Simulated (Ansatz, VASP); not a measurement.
MnO in VASP and in Ansatz

INCAR

```
  PREC = Accurate
  ENCUT = 520
  EDIFF = 1E-7
  ISMEAR = 0
  SIGMA = 0.05
  LREAL = False
  LASPH = True
  NELM = 120
  ALGO = Normal
  ISIF = 2
  LWAVE = False
  LCHARG = False
  ISPIN = 2
  MAGMOM = 4 -2 0 0
  LORBIT = 11
  LMAXMIX = 4
  LDAU = True
  LDAUTYPE = 2
  LDAUL = 2 -1
  LDAUU = 6 0
  LDAUJ = 0 0
  LDAUPRINT = 1
  GGA = PE
  NBANDS = 31
```

Contents of KPOINTS:

```
regular mesh
0
Gamma
  7 7 4
```

The input POSCAR:

```
MnO
1.0
    2.9694859100      0.0000000000      0.0000000000
   -1.4847429600      2.5716502300      0.0000000000
    0.0000000000      0.0000000000      5.7961422600
Mn O
2 2
Direct
    0.0000000000      0.0000000000      0.0000000000
    0.0000000000      0.0000000000      0.5000000000
    0.6666666667      0.3333333333      0.2500000000
    0.6666666667      0.3333333333      0.7500000000
```

File input.yaml:

```yaml
crystal:
  lattice:
    - [2.96948591, 0.0, 0.0]
    - [-1.48474296, 2.57165023, 0.0]
    - [0.0, 0.0, 5.79614226]
  atoms:
    - { symbol: Mn, position: [0.0, 0.0, 0.0], spin: 4.0 }
    - { symbol: Mn, position: [0.0, 0.0, 0.5], spin: -2.0 }
    - { symbol: O, position: [0.6666666667, 0.3333333333, 0.25] }
    - { symbol: O, position: [0.6666666667, 0.3333333333, 0.75] }
hamiltonian:
  xc: pbe
  pseudopotentials: { kind: paw }
  hubbard: { sites: [{ species: Mn, l: d, u_eff: 6.0 }] }
magnetization:
  spin_polarized: true
kpoints:
  mp_grid: { grid: [7, 7, 4] }
scf:
  occupations: { method: gaussian, width: 0.05 }
output:
  forces: true
  stress: true
  eigenvalues: true
```

Measurements of this composition are mostly on another form, of space group No. 225.

Alike in both runs: task single point; functional PBE; k mesh 7 × 7 × 4; occupations gaussian, width 0.05 eV; collinear spin, ferrimagnetic start; Hubbard terms Mn d U = 6 eV.

|  | VASP | Ansatz |
| --- | --- | --- |
| version | VASP 6.6.1 | Ansatz 0.2.0 |
| potentials or method | VASP PAW PBE potentials, release 64 (Mn_pv, O) | Ansatz PAW |
| plane-wave cutoff (eV) | 520 | 420 |
| valence electrons in the cell | 38 | 42 |

```csv
,VASP,Ansatz,Ansatz less VASP
gap on the k mesh at the Fermi level (eV),1.82,1.75,-0.068
least direct gap on the mesh (eV),1.89,1.83,-0.060
pressure (GPa),5.6,8.1,+2.45
largest component of the traceless stress (GPa),14.59,14.29,-0.300
net moment per atom (μB),0.00,0.00,0.000
size of the moment on the site where the two differ most (μB),4.61,4.27,-0.338
```

Site moments also hang on the region over which each program counts them. The programs project onto different local orbitals, so the same U acts differently. The two sets of potentials don't hold the same shells in valence.

Caveats: an odd mesh through Γ misses points on the zone boundary, where band edges often lie (VASP); the magnetic or orbital state may not be the lowest (Ansatz); odd divisions of the mesh miss points on the zone boundary, where band edges often lie, so the gap on the mesh can be too wide (Ansatz); the pressure holds a Pulay correction of +0.6 GPa for the finite cutoff (Ansatz). The state reached can hang on the start; a lower one may exist.
